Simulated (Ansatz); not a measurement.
Relaxed sheet of Te2Mo, cell area A = 21.462 Å²:

```
CELL_PARAMETERS angstrom
3.38816 0.00000 0.00000
0.00000 6.33449 0.00000
0.00000 0.00000 34.21845
ATOMIC_POSITIONS crystal
Te 0.25000 0.50036 0.43947
Te 0.75000 0.99103 0.45625
Mo 0.75000 0.60561 0.49749
Mo 0.25000 0.24068 0.50251
Te 0.25000 0.85526 0.54375
Te 0.75000 0.34594 0.56053
```

These are results of DFT PBE+D3(BJ), scalar-relativistic, plane waves, PAW (Ansatz), not measurements. Settings: cutoff 420 eV, Γ-centred mesh 10×6×1 on the computed 6-atom cell, Gaussian smearing of 0.10 eV; no spin polarisation. No periodic images along c.

Under biaxial strain, atoms relaxed, stress positive in compression; ΔE is the free energy at this smearing, of which the stress is the derivative:

```
strain (%)  σxx (N/m)  σyy (N/m)  ΔE (meV/cell) thickness (Å)
        -2      2.491      2.960          70.03          4.191
        +2     -1.865     -2.563          62.36          4.093
```

Q: Which in-plane elastic constants follow from the stresses?

A: With εxx = εyy = ε the tension along x is (C11 + C12)ε. The central difference gives C11 + C12 = (2.491 − (-1.865))/0.04 = 108.9 N/m and C22 + C12 = 138.1 N/m. The layer modulus for a change of area, (C11 + C22 + 2C12)/4, is 61.7 N/m.

Q: Do the energies agree?

A: The second difference [ΔE(−ε) + ΔE(+ε)]/(A·ε²) = (70.03 + 62.36) meV/(21.462 Å² × 0.0004) × 16.02 N/m per eV/Å² = 247.1 N/m should equal C11 + C22 + 2C12 = 247.0 N/m; they differ by 0.0 %, so the two routes agree. The stress in compression and in tension differ in size because of the third-order constants.

Q: The unstrained thickness between the outer atoms is 4.143 Å. How does it respond?

A: d ln t/dε = (4.093 − 4.191)/(4.143 × 0.04) = -0.59: the sheet thins as it is stretched, as its bonds turn towards the plane.

The sheet is elastically anisotropic. Because C12 enters both stress sums equally, 138.1 against 108.9 N/m means that C22 exceeds C11, so the layer is stiffer along y than along x, and the same order holds for the uniaxial Young's moduli. The coordinates show the distorted octahedral 1T′ structure, in which the d² metal centres pair their electrons in Mo–Mo bonds that form zigzag chains along x. Stretching along the chains can probably be taken up largely by opening the zigzag and by rotating Mo–Te bonds, which costs less than lengthening bonds. The short Mo–Mo links also lean more towards y than towards x, which suggests that they add to the stiffness across the chains, although the wide gaps between chains work against this. The metal–metal and Mo–Te contributions can't be separated from these stresses. Equal biaxial strain also leaves C12 itself undetermined, and with it the in-plane Poisson ratios and the size of the Young's moduli; a uniaxial strain would supply the missing relation.
